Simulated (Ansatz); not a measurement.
# EuS: the cost of one run

Program: Ansatz 0.2.0. Level of theory: DFT r²SCAN, scalar-relativistic, plane waves, PAW. These are calculated values, not measurements.

The COD entry's cell or inner coordinates are ideal or old and differ from later refinements, so a difference from it is no clean test against experiment.

**1. Starting point**

It takes space group Fm-3m (No. 225, cubic). The conventional cell has a = 5.873 Å, b = 5.873 Å, c = 5.873 Å, α = 90.00°, β = 90.00°, γ = 90.00°. Eu (site symmetry m-3m) is surrounded by 6 S at 2.94 Å. S (site symmetry m-3m) has 6 Eu at 2.94 Å as nearest neighbours.

Coordinates:

```cif
data_structure
_symmetry_space_group_name_H-M 'P 1'
_symmetry_Int_Tables_number 1
_cell_length_a 4.1531
_cell_length_b 4.1531
_cell_length_c 4.1531
_cell_angle_alpha 60.000
_cell_angle_beta 60.000
_cell_angle_gamma 60.000
_cell_volume 50.65
loop_
_atom_site_label
_atom_site_type_symbol
_atom_site_fract_x
_atom_site_fract_y
_atom_site_fract_z
_atom_site_occupancy
Eu1 Eu 0.00000 0.00000 0.00000 1
S1 S 0.50000 0.50000 0.50000 1
```

This cell comes from an earlier session at r²SCAN: 25.326 Å³/atom at 0.00 GPa, on a 10×10×10 mesh.

**2. Field gradients and densities at the nuclei**

input.yaml reads:

```yaml
crystal:
  lattice:
    - [0.0, 2.9366767987, 2.9366767987]
    - [2.9366767987, 0.0, 2.9366767987]
    - [2.9366767987, 2.9366767987, 0.0]
  atoms:
    - { symbol: Eu, position: [0.0, 0.0, 0.0], spin: 7.47 }
    - { symbol: S, position: [0.5, 0.5, 0.5] }
basis:
  ecutwfc: 500
  ecutrho_ratio: 4
kpoints:
  mp_grid: { grid: [10, 10, 10] }
hamiltonian:
  xc: r2scan
scf:
  occupations: { method: gaussian, width: 0.05 }
output:
  forces: true
  stress: true
  eigenvalues: true
  populations: true
  efg:
    contact_densities: true
    quadrupole_moments_barn: { S: -0.0694, Eu: 0.903 }
magnetization:
  spin_polarized: true
checkpoint:
  read: start.run
  write: ck
  compress: false
  write_wavefunctions: false
  write_every: 100000
```

It reads its starting density from start.run, saved by an earlier run on this cell.

Command:

```
$ ansatz run input.yaml --threads 2 --pin off --max-ram 5120MiB --backend cpu --events-out ev --progress --plain --runs-dir out
```

**Question.** How long does this run take on 2 threads of Intel Xeon at 2.70GHz, shared host, and how much memory does it need?

About 12 s, with a peak of 0.64 GiB.
